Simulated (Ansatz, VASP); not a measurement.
**Two plane-wave programs on KBr**

INCAR

```
ALGO = Fast
EDIFF = 1E-6
ENCUT = 520
GGA = PE
ISIF = 2
ISMEAR = 0
LASPH = True
LCHARG = True
LELF = True
LREAL = False
LVHAR = True
LWAVE = False
NBANDS = 15
NELM = 80
PREC = Accurate
SIGMA = 0.02
```

Contents of KPOINTS:

```
k-points
0
Gamma
  6 6 6
```

Contents of POSCAR:

```
KBr
1.0
    0.0000000000      3.3166029667      3.3166029667
    3.3166029667      0.0000000000      3.3166029667
    3.3166029667      3.3166029667      0.0000000000
K Br
1 1
Direct
    0.0000000000      0.0000000000      0.0000000000
    0.5000000000      0.5000000000      0.5000000000
```

Input for Ansatz:

```yaml
crystal:
  lattice:
    - [0.0, 3.3166029667, 3.3166029667]
    - [3.3166029667, 0.0, 3.3166029667]
    - [3.3166029667, 3.3166029667, 0.0]
  atoms:
    - { symbol: K, position: [0.0, 0.0, 0.0] }
    - { symbol: Br, position: [0.5, 0.5, 0.5] }
basis:
  ecutwfc: 420
kpoints:
  mp_grid: { grid: [6, 6, 6] }
hamiltonian:
  xc: pbe
scf:
  occupations: { method: gaussian, width: 0.02 }
output:
  forces: true
  stress: true
  eigenvalues: true
```

Alike in both runs: task single point; functional PBE; k mesh 6 × 6 × 6; occupations gaussian, width 0.02 eV; no spin polarisation.

|  | VASP | Ansatz |
| --- | --- | --- |
| version | VASP 6.6.1 | Ansatz 0.2.0 |
| potentials or method | VASP PAW PBE potentials, release 64 (K_sv, Br) | scalar-relativistic, plane waves, PAW |
| plane-wave cutoff (eV) | 520 | 420 |
| valence electrons in the cell | 16 | 16 |

VASP gave:

| Item | Value |
| --- | --- |
| gap on the k mesh at the Fermi level (eV) | 4.39 |
| least direct gap on the mesh (eV) | 4.39 |
| pressure (GPa) | 0.5 |

Problem. Estimate Ansatz's values.

Solution. gap on the k mesh at the Fermi level (eV): 4.40; least direct gap on the mesh (eV): 4.40; pressure (GPa): 0.5.
